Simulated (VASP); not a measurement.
MgS: relaxation of cell and atoms with BLYP

MgS:

```xyz
4
Lattice="4.0346 0.0000 0.0000 -2.0173 3.4941 0.0000 0.0000 0.0000 6.4323" Properties=species:S:1:pos:R:3 pbc="T T T"
S     2.0173    1.1647    5.6556
S     0.0000    2.3294    2.4394
Mg    0.0000    2.3294    6.4050
Mg    2.0173    1.1647    3.1888
```

The cell comes from a database or a generator and needn't be the stable form of this composition.

```yaml
Program: VASP 6.6.1
Task: relaxation of cell and atoms
Functional: BLYP
Potentials_or_basis: VASP PAW PBE potentials, release 64 (S, Mg)
Cutoff: 600 eV
k_mesh: 6 × 6 × 3
Occupations: fermi-dirac, width 0.05 eV
Spin: no spin polarisation
Further_INCAR_settings: ALGO = Normal; EDIFF = 1e-06; IBRION = 2; EDIFFG = -0.02; NSW = 60; ISIF = 3
```

```json
{
  "Relaxed volume": "23.69 Å³/atom",
  "Relaxed cell": "a = 4.083 Å, b = 4.083 Å, c = 6.564 Å, α = 90.00°, β = 90.00°, γ = 120.00°",
  "Space group after relaxing (to 0.05 Å)": "P6_3mc (No. 186)",
  "Energy gained by relaxing": "7.7 meV/atom",
  "Ionic steps": "6",
  "Pressure after relaxing": "-0.1 GPa",
  "Largest force after relaxing": "0.017 eV/Å",
  "Band gap on the k mesh": "3.38 eV, direct"
}
```

Forces on the atoms (eV/Å):
```
S    0.000  0.000 -0.017
S    0.000  0.000 -0.017
Mg   0.000  0.000  0.017
Mg   0.000  0.000  0.017
```

Step by step:
| step | energy change (eV) | largest force (eV/Å) | pressure (GPa) | volume (Å³) |
| --- | --- | --- | --- | --- |
| 1 | 0.0000 | 0.0605 | 2.45 | 90.68 |
| 2 | -0.0286 | 0.0392 | -0.38 | 95.30 |
| 3 | -0.0294 | 0.0419 | -0.01 | 94.63 |
| 4 | -0.0294 | 0.0415 | -0.06 | 94.71 |
| 5 | -0.0299 | 0.0357 | -0.06 | 94.72 |
| 6 | -0.0309 | 0.0173 | -0.06 | 94.75 |

Final structure:
```
S Mg
1.0
     4.08256    0.00000    0.00000
    -2.04128    3.53560    0.00000
     0.00000    0.00000    6.56389
S Mg
2 2
Cartesian
  2.0413 1.1785 5.7605
  0.0000 2.3571 2.4785
  0.0000 2.3571 6.5468
  2.0413 1.1785 3.2649
```

Levels at points of the mesh, in eV from the valence-band top:
```csv
k point,band 4,band 5,band 6,band 7,band 8,band 9,band 10,band 11,band 12
"(0.00, 0.00, 0.00)",-0.47,-0.47,-0.09,-0.09,0.00,3.38,4.68,7.52,7.52
"(0.50, 0.00, 0.00)",-2.28,-1.72,-1.10,-0.83,-0.40,4.89,5.33,5.75,7.56
```

It took 2 min on 1 thread of Intel(R) Xeon(R) Platinum 8488C (Sapphire Rapids), with other jobs on the host, peak memory 0.23 GiB.

Caveat: the PAW data sets were made with another functional, which shifts forces and pressure a little. As with any semilocal functional, this BLYP gap is likely too small.
